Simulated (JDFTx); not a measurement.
TiC under changes of volume

One of the cells (10.158 Å³/atom); the others are scaled copies at fixed shape and fractional positions:

```
CELL_PARAMETERS angstrom
0.00000 2.16572 2.16572
2.16572 0.00000 2.16572
2.16572 2.16572 0.00000
ATOMIC_POSITIONS crystal
Ti 0.00000 0.00000 0.00000
C 0.50000 0.50000 0.50000
```

The cell is a database's computed one.

```yaml
Program: JDFTx 1.7.0 (patched build)
Functional: PBE
Potentials_or_basis: PseudoDojo-SR-PBE-0.5-standard
Cutoff: 1143 eV
Density_cutoff: 4572 eV
k_mesh: 11 × 11 × 11
Occupations: fermi-dirac, width 0.05 eV
Spin: no spin polarisation
```

```csv
volume (Å³/atom),energy over the lowest point (meV/atom),pressure (GPa)
9.548,?,?
9.752,14.68,11.5
9.955,3.79,5.6
10.158,0.00,0.3
10.361,2.62,-4.5
10.564,11.04,-8.9
10.767,24.70,-12.8
```

What does the run at 9.548 Å³/atom give?

Energy over the lowest point 33.41 meV/atom; pressure 18.0 GPa.

Worked out: A Birch-Murnaghan fit of order 3 (a polynomial in V^(-2/3)) to the other rows has its minimum at 10.17 Å³/atom with B0 = V·E''(V) = 252 GPa and B' = 4.1. It gives 33.54 meV/atom at 9.548 Å³/atom, against the run's 33.41, and -dE/dV = 18.2 GPa, against 18.0.

Energies are extrapolated to zero smearing.
